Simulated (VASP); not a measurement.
# MnO (F-43m) in VASP: further runs, part 2 of 2

VASP 6.6.1.

## (3) Single point, PBEsol+U, collinear spin, ferromagnetic start

Contents of INCAR:

```
PREC = Accurate
ENCUT = 520
EDIFF = 1E-7
ISMEAR = 0
SIGMA = 0.05
LREAL = False
LASPH = True
NELM = 150
ALGO = Fast
ISIF = 2
LWAVE = False
LCHARG = True
ISPIN = 2
MAGMOM = 4 0
LORBIT = 11
LMAXMIX = 4
LDAU = True
LDAUTYPE = 2
LDAUL = 2 -1
LDAUU = 5 0
LDAUJ = 0 0
LDAUPRINT = 1
GGA = PS
LELF = True
LVHAR = True
```

Contents of KPOINTS:

```
Automatic mesh
0
Gamma
  7 7 7
```

Contents of POSCAR:

```
MnO
1.0
    0.0000000000      2.4365134300      2.4365134300
    2.4365134300      0.0000000000      2.4365134300
    2.4365134300      2.4365134300      0.0000000000
Mn O
1 1
Direct
    0.0000000000      0.0000000000      0.0000000000
    0.2500000000      0.2500000000      0.2500000000
```

Potentials or basis: VASP PAW PBE potentials, release 64 (Mn_pv, O).

The run is started by

```sh
> cat potpaw_PBE.64/Mn_pv/POTCAR potpaw_PBE.64/O/POTCAR > POTCAR
> mpirun -np 1 vasp_std > vasp.out
```

OUTCAR:

```text
PREC = Accurate
   ENCUT = 520
   EDIFF = 1E-7
   ISMEAR = 0
   LREAL = False
   LASPH = True
   NELM = 150
   ISIF = 2
   ISPIN = 2
   LORBIT = 11
   GGA = PS

 ion  position               nearest neighbor table
   1  0.000  0.000  0.000-   2 2.11   2 2.11   2 2.11   2 2.11
   2  0.250  0.250  0.250-   1 2.11   1 2.11   1 2.11   1 2.11

  LATTYP: Found a face centered cubic cell.
 ALAT       =     4.8730268600

  Lattice vectors:

 A1 = (   0.0000000000,   2.4365134300,   2.4365134300)
 A2 = (   2.4365134300,   0.0000000000,   2.4365134300)
 A3 = (   2.4365134300,   2.4365134300,   0.0000000000)

Analysis of symmetry for initial positions (statically):
=====================================================================
 Subroutine PRICEL returns:
 Original cell was already a primitive cell.

 Routine SETGRP: Setting up the symmetry group for a
 face centered cubic supercell.

 Subroutine GETGRP returns: Found 24 space group operations
 (whereof 24 operations were pure point group operations)
 out of a pool of 48 trial point group operations.

The static configuration has the point symmetry T_d .

Analysis of symmetry for dynamics (positions and initial velocities):
=====================================================================
 Subroutine PRICEL returns:
 Original cell was already a primitive cell.

 Routine SETGRP: Setting up the symmetry group for a
 face centered cubic supercell.

 Subroutine GETGRP returns: Found 24 space group operations
 (whereof 24 operations were pure point group operations)
 out of a pool of 48 trial point group operations.

The dynamic configuration has the point symmetry T_d .

Analysis of structural, dynamic, and magnetic symmetry:
=====================================================================
 Subroutine PRICEL returns:
 Original cell was already a primitive cell.

 Routine SETGRP: Setting up the symmetry group for a
 face centered cubic supercell.

 Subroutine GETGRP returns: Found 24 space group operations
 (whereof 24 operations were pure point group operations)
 out of a pool of 48 trial point group operations.

The overall configuration has the point symmetry T_d .

 Subroutine INISYM returns: Found 24 space group operations
 (whereof 24 operations are pure point group operations),
 and found     1 'primitive' translations

----------------------------------------------------------------------------------------

                                     Primitive cell

  volume of cell :      28.9292

  direct lattice vectors                    reciprocal lattice vectors
     0.000000000  2.436513430  2.436513430    -0.205211264  0.205211264  0.205211264
     2.436513430  0.000000000  2.436513430     0.205211264 -0.205211264  0.205211264
     2.436513430  2.436513430  0.000000000     0.205211264  0.205211264 -0.205211264

  length of vectors
     3.445750338  3.445750338  3.445750338     0.355436335  0.355436335  0.355436335

  position of ions in fractional coordinates (direct lattice)
     0.000000000  0.000000000  0.000000000
     0.250000000  0.250000000  0.250000000

  ion indices of the primitive-cell ions
   primitive index   ion index
                 1           1
                 2           2

----------------------------------------------------------------------------------------
[... 137 lines left out ...]
  o =  0.9471  v =  0.0000 -0.0000  0.3286 -0.0000  0.9445  0.0000  0.0000  0.0000  0.0000  0.0000      0.0000  0.0000  0.0000  0.0000  0.0000  0.0000  0.0000  0.0000  0.0000  0.0000
  o =  0.9519  v =  1.0000  0.0000  0.0000  0.0000  0.0000  0.0000  0.0000  0.0000  0.0000  0.0000      0.0000  0.0000  0.0000  0.0000  0.0000  0.0000  0.0000  0.0000  0.0000  0.0000
  o =  0.9519  v =  0.0000 -0.9976 -0.0000 -0.0691  0.0000  0.0000  0.0000  0.0000  0.0000  0.0000      0.0000  0.0000  0.0000  0.0000  0.0000  0.0000  0.0000  0.0000  0.0000  0.0000
  o =  0.9519  v =  0.0000  0.0691 -0.0000 -0.9976 -0.0000  0.0000  0.0000  0.0000  0.0000  0.0000      0.0000  0.0000  0.0000  0.0000  0.0000  0.0000  0.0000  0.0000  0.0000  0.0000

 number of electron      19.0000008 magnetization       4.9999857

 Free energy of the ion-electron system (eV)
  ---------------------------------------------------
  ext. energy  EPLUGINS =         0.00000000
  ---------------------------------------------------
  free energy    TOTEN  =       -15.80731459 eV

  energy without entropy =      -15.80720195  energy(sigma->0) =      -15.80725827

 E-fermi :   3.8434     XC(G=0): -10.3370

 val. band max:        3.8281850208   @ k =   0.0000   0.0000   0.0000
 cond. band min:       4.5466218579   @ k =   0.0000   0.0000   0.0000
 fundamental gap:      0.7184368371
 Fermi energy:         3.8434299934

 spin component 1

 k-point     1 :       0.0000    0.0000    0.0000
  band No.  band energies     occupation
      1     -45.4914      1.00000
      2     -45.4914      1.00000
      3     -45.4914      1.00000
      4     -14.1642      1.00000
      5      -1.9840      1.00000
      6      -1.9840      1.00000
      7      -1.9840      1.00000
      8      -0.0426      1.00000
      9      -0.0426      1.00000
     10       3.3094      1.00000
     11       3.8282      0.66684
     12       3.8282      0.66684
[... 330 lines left out ...]
      1     -45.5087      1.00000
      2     -45.5049      1.00000
      3     -45.4989      1.00000
      4     -13.6797      1.00000
      5      -1.9287      1.00000
      6      -1.1666      1.00000
      7      -0.6679      1.00000
      8      -0.1881      1.00000
      9       0.2584      1.00000
     10       0.5658      1.00000
     11       1.2890      1.00000
     12       2.2876      1.00000
     13       9.5787      0.00000
     14      11.6754      0.00000
     15      12.3631      0.00000
 Fermi energy:         3.8434299934

 spin component 2

 k-point     1 :       0.0000    0.0000    0.0000
  band No.  band energies     occupation
      1     -40.5916      1.00000
      2     -40.5916      1.00000
      3     -40.5916      1.00000
      4     -13.9154      1.00000
      5       0.8403      1.00000
      6       0.8403      1.00000
      7       0.8403      1.00000
      8       4.5466      0.00000
      9       8.6646      0.00000
     10       8.6646      0.00000
     11       9.9990      0.00000
     12       9.9990      0.00000
[... 331 lines left out ...]
      2     -40.6095      1.00000
      3     -40.6017      1.00000
      4     -13.3589      1.00000
      5      -0.1670      1.00000
      6       0.0664      1.00000
      7       0.7526      1.00000
      8       6.5118      0.00000
      9       8.0100      0.00000
     10       8.9332      0.00000
     11       9.3878      0.00000
     12       9.7283      0.00000
     13      12.8376      0.00000
     14      13.3004      0.00000
     15      14.0740      0.00000

------------------------ aborting loop because EDIFF is reached ----------------------------------------

  FORCE on cell =-STRESS in cart. coord.  units (eV):
  Direction    XX          YY          ZZ          XY          YZ          ZX
  --------------------------------------------------------------------------------------
  -------------------------------------------------------------------------------------
  Total       -0.7920495     -0.7920495     -0.7920495      0.0000000      0.0000000     -0.0000000
  in kB      -43.8658449    -43.8658449    -43.8658449      0.0000000      0.0000000     -0.0000000
  external PRESSURE =     -43.8658449 kB  Pullay stress =       0.0000000 kB

 VOLUME and BASIS-vectors are now :
 -----------------------------------------------------------------------------
  energy-cutoff  :      520.00
  volume of cell :       28.93
      direct lattice vectors                 reciprocal lattice vectors
     0.000000000  2.436513430  2.436513430    -0.205211264  0.205211264  0.205211264
     2.436513430  0.000000000  2.436513430     0.205211264 -0.205211264  0.205211264
     2.436513430  2.436513430  0.000000000     0.205211264  0.205211264 -0.205211264

 POSITION                                       TOTAL-FORCE (eV/Angst)
 -----------------------------------------------------------------------------------
      0.00000      0.00000      0.00000         0.000000      0.000000      0.000000
      1.21826      1.21826      1.21826        -0.000000     -0.000000     -0.000000
 -----------------------------------------------------------------------------------
    total drift:                               -0.000000     -0.000000     -0.000000

  FREE ENERGIE OF THE ION-ELECTRON SYSTEM (eV)
  ---------------------------------------------------
  free  energy   TOTEN  =       -15.8073145858 eV

  energy  without entropy=      -15.8072019478  energy(sigma->0) =      -15.80725827

 total charge

# of ion       s       p       d       tot
------------------------------------------
    1        0.230   6.201   4.918  11.349
    2        1.546   3.427   0.000   4.973
--------------------------------------------------
tot          1.776   9.628   4.918  16.322

 magnetization (x)

# of ion       s       p       d       tot
------------------------------------------
    1        0.036   0.048   4.552   4.636
    2        0.010   0.056   0.000   0.066
--------------------------------------------------
tot          0.046   0.104   4.552   4.702
```

Run time: 60 s. Hardware: 1 thread of AMD EPYC 7R43 (Zen 3), shared host; peak memory 0.14 GiB.

Results:

- Free energy: -15.8073 eV
- Pressure: -4.4 GPa
- Band gap on the k mesh: none (metal or under the smearing width)
- Net moment: 5.00 μB per cell
- Site moments: Mn +4.64; O +0.07 μB
- Valence electrons inside the program's atomic spheres: Mn 11.35; O 4.97

Eigenvalues of the final occupation matrices:
```csv
site,spin,trace,eigenvalues
site 1 d,1,4.75,0.95 0.95 0.95 0.95 0.95
site 1 d,2,0.19,0.02 0.02 0.05 0.05 0.05
```

Caveat: the PAW data sets were made with another functional, which shifts forces and pressure a little; a cell with one magnetic atom can't hold antiferromagnetic order, which such compounds often take.

## (4) Single point, PBEsol+U, collinear spin, antiferromagnetic start

This run uses another cell than the first one: it holds 4 atoms, not 2.

Contents of INCAR:

```
ALGO = Fast ; EDIFF = 1E-7
ENCUT = 520 ; GGA = PS
ISIF = 2 ; ISMEAR = 0
ISPIN = 2 ; LASPH = T
LCHARG = F ; LDAU = T
LDAUJ = 0 0 ; LDAUL = 2 -1
LDAUPRINT = 1 ; LDAUTYPE = 2
LDAUU = 5 0 ; LMAXMIX = 4
LORBIT = 11 ; LREAL = F
LWAVE = F ; MAGMOM = 4 -4 0 0
NBANDS = 31 ; NELM = 120
PREC = Accurate ; SIGMA = 0.05
```

Contents of KPOINTS:

```
k-points
0
Gamma
  7 7 7
```

Contents of POSCAR:

```
MnO
1.0
    0.0000000000      2.4365134300      2.4365134300
    2.4365134300      0.0000000000      2.4365134300
    4.8730268600      4.8730268600      0.0000000000
Mn O
2 2
Direct
    0.0000000000      0.0000000000      0.0000000000
    0.0000000000      0.0000000000      0.5000000000
    0.2500000000      0.2500000000      0.1250000000
    0.2500000000      0.2500000000      0.6250000000
```

Potentials or basis: VASP PAW PBE potentials, release 64 (Mn_pv, O).

The run is started by

```sh
> cat potpaw_PBE.64/Mn_pv/POTCAR potpaw_PBE.64/O/POTCAR > POTCAR
> mpirun -np 1 vasp_std > vasp.out
```

OUTCAR:

```text
EDIFF = 1E-7
   ENCUT = 520
   GGA = PS
   ISIF = 2
   ISMEAR = 0
   ISPIN = 2
   LASPH = T
   LORBIT = 11
   LREAL = F
   NELM = 120
   PREC = Accurate

 ion  position               nearest neighbor table
   1  0.000  0.000  0.000-   3 2.11   4 2.11   3 2.11   3 2.11
   2  0.000  0.000  0.500-   3 2.11   4 2.11   4 2.11   4 2.11
   3  0.250  0.250  0.125-   1 2.11   1 2.11   1 2.11   2 2.11
   4  0.250  0.250  0.625-   2 2.11   2 2.11   1 2.11   2 2.11

  LATTYP: Found a trigonal (rhomboedric) cell.
 ALAT       =     5.9682146549
 COS(alpha) =     0.8333333333

  Lattice vectors:

 A1 = (   4.8730268600,   2.4365134300,  -2.4365134300)
 A2 = (   2.4365134300,   2.4365134300,  -4.8730268600)
 A3 = (   2.4365134300,   4.8730268600,  -2.4365134300)

Analysis of symmetry for initial positions (statically):
=====================================================================
 Subroutine PRICEL returns following result:
[... 1938 lines left out ...]

  FORCE on cell =-STRESS in cart. coord.  units (eV):
  Direction    XX          YY          ZZ          XY          YZ          ZX
  --------------------------------------------------------------------------------------
  -------------------------------------------------------------------------------------
  Total       -2.3036020     -2.3036020     -2.3036020     -0.3528187      0.3528187      0.3528187
  in kB      -63.7898538    -63.7898538    -63.7898538     -9.7700263      9.7700263      9.7700263
  external PRESSURE =     -63.7898538 kB  Pullay stress =       0.0000000 kB

 VOLUME and BASIS-vectors are now :
 -----------------------------------------------------------------------------
  energy-cutoff  :      520.00
  volume of cell :       57.86
      direct lattice vectors                 reciprocal lattice vectors
     0.000000000  2.436513430  2.436513430    -0.205211264  0.205211264  0.205211264
     2.436513430  0.000000000  2.436513430     0.205211264 -0.205211264  0.205211264
     4.873026860  4.873026860  0.000000000     0.102605632  0.102605632 -0.102605632

 POSITION                                       TOTAL-FORCE (eV/Angst)
 -----------------------------------------------------------------------------------
      0.00000      0.00000      0.00000        -0.053325     -0.053325      0.053325
      2.43651      2.43651      0.00000        -0.053325     -0.053325      0.053325
      1.21826      1.21826      1.21826         0.053325      0.053325     -0.053325
      3.65477      3.65477      1.21826         0.053325      0.053325     -0.053325
 -----------------------------------------------------------------------------------
    total drift:                               -0.000064     -0.000064      0.000077

  FREE ENERGIE OF THE ION-ELECTRON SYSTEM (eV)
  ---------------------------------------------------
  free  energy   TOTEN  =       -31.7602066593 eV

  energy  without entropy=      -31.7602066593  energy(sigma->0) =      -31.76020666

 total charge

# of ion       s       p       d       tot
------------------------------------------
    1        0.227   6.200   4.921  11.349
    2        0.227   6.200   4.921  11.349
    3        1.544   3.425   0.000   4.969
    4        1.544   3.425   0.000   4.969
--------------------------------------------------
tot          3.542  19.251   9.843  32.636

 magnetization (x)

# of ion       s       p       d       tot
------------------------------------------
    1        0.030   0.044   4.522   4.596
    2       -0.030  -0.044  -4.522  -4.596
    3        0.005   0.028   0.000   0.032
    4       -0.005  -0.028   0.000  -0.032
--------------------------------------------------
tot          0.000   0.000   0.000   0.000
```

OSZICAR:

```text
N       E                     dE             d eps       ncg     rms          rms(c)
DAV:   1     0.444155858566E+03    0.44416E+03   -0.21197E+04  5528   0.140E+03
DAV:   2     0.319766167342E+01   -0.44096E+03   -0.41523E+03  5694   0.424E+02
DAV:   3    -0.319699760300E+02   -0.35168E+02   -0.34640E+02  6193   0.130E+02
DAV:   4    -0.325300301261E+02   -0.56005E+00   -0.55951E+00  5897   0.175E+01
DAV:   5    -0.325366740937E+02   -0.66440E-02   -0.66437E-02  6163   0.198E+00    0.197E+01
RMM:   6    -0.315532179068E+02    0.98346E+00   -0.24259E+01  6018   0.284E+01    0.235E+01
RMM:   7    -0.318845276554E+02   -0.33131E+00   -0.14664E+00  5871   0.802E+00    0.127E+01
RMM:   8    -0.317750262955E+02    0.10950E+00   -0.25121E-01  6326   0.382E+00    0.709E+00
RMM:   9    -0.317627006166E+02    0.12326E-01   -0.17460E-01  6196   0.335E+00    0.839E-01
RMM:  10    -0.317584740577E+02    0.42266E-02   -0.31840E-02  6461   0.137E+00    0.350E-01
RMM:  11    -0.317598225759E+02   -0.13485E-02   -0.35749E-03  6506   0.457E-01    0.959E-02
RMM:  12    -0.317600590945E+02   -0.23652E-03   -0.52636E-04  6701   0.205E-01    0.510E-02
RMM:  13    -0.317601823982E+02   -0.12330E-03   -0.12194E-04  6651   0.915E-02    0.256E-02
RMM:  14    -0.317602044309E+02   -0.22033E-04   -0.43727E-05  7206   0.441E-02    0.126E-02
RMM:  15    -0.317602064807E+02   -0.20497E-05   -0.47969E-06  6789   0.145E-02    0.501E-03
RMM:  16    -0.317602065782E+02   -0.97523E-07   -0.11885E-06  6741   0.632E-03    0.288E-03
RMM:  17    -0.317602066593E+02   -0.81076E-07   -0.31458E-07  5434   0.366E-03
   1 F= -.31760207E+02 E0= -.31760207E+02  d E =-.152269E-11  mag=    -0.0000
```

Wall time 6 min (1 thread of AMD EPYC 7R43 (Zen 3), shared host); peak memory 0.25 GiB.

The run converged, but a check on its numbers failed (symmetry, net force, bounds or a known fault of this set-up), so they aren't taken as properties of the crystal.

Caveat: the result breaks the symmetry of the cell; the PAW data sets were made with another functional, which shifts forces and pressure a little; an odd mesh through Γ misses points on the zone boundary, where band edges often lie.
